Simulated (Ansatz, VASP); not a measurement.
# Pb in VASP and in Ansatz

File INCAR:

```
SYSTEM = Pb
PREC = Accurate ; ENCUT = 520
EDIFF = 1E-6 ; ISMEAR = -1
SIGMA = 0.05 ; LREAL = .FALSE.
LASPH = .TRUE. ; NELM = 80
ALGO = Normal ; ISIF = 2
LWAVE = .FALSE. ; LCHARG = .FALSE.
GGA = PE ; NBANDS = 13
```

The input KPOINTS:

```
regular mesh
0
G
  12 12 12
  0 0 0
```

The input POSCAR:

```
Pb
1.0
    2.8190716727      0.0000000000      0.0000000000
    0.0000000000      2.8190716727      0.0000000000
    0.0000000000      0.0000000000      2.8190716727
Pb
1
Direct
    0.0000000000      0.0000000000      0.0000000000
```

Input for Ansatz:

```yaml
crystal:
  lattice:
    - [2.8190716727, 0.0, 0.0]
    - [0.0, 2.8190716727, 0.0]
    - [0.0, 0.0, 2.8190716727]
  atoms:
    - { symbol: Pb, position: [0.0, 0.0, 0.0] }
kpoints:
  mp_grid: { grid: [12, 12, 12] }
scf:
  occupations: { method: fermi_dirac, width: 0.05 }
hamiltonian:
  xc: pbe
  pseudopotentials: { kind: all_electron, lapw: { basis_error: 0.001 } }
output:
  forces: true
  stress: true
  eigenvalues: true
  populations: true
```

Change from the starting cell: volume scaled by 0.65, LAPW.

Alike in both runs: task single point; functional PBE; k mesh 12 × 12 × 12; occupations fermi-dirac, width 0.05 eV; no spin polarisation.

```csv
,VASP,Ansatz
version,VASP 6.6.1,Ansatz 0.2.0
potentials or method,"VASP PAW PBE potentials, release 64 (Pb_d)","all-electron LAPW, scalar-relativistic"
plane-wave cutoff (eV),520,see its input
```

|  | VASP | Ansatz | Ansatz less VASP |
| --- | --- | --- | --- |
| pressure (GPa) | 43.8 | 43.9 | +0.10 |

Ansatz ran all-electron here, so the differences hold the error of VASP's frozen core and of both bases.

Caveats: so large a pressure means that the cell lies far from this level's equilibrium, or that cutoff or potentials fall short (VASP). The runs have no spin-orbit coupling, so splittings on Pb are missing.
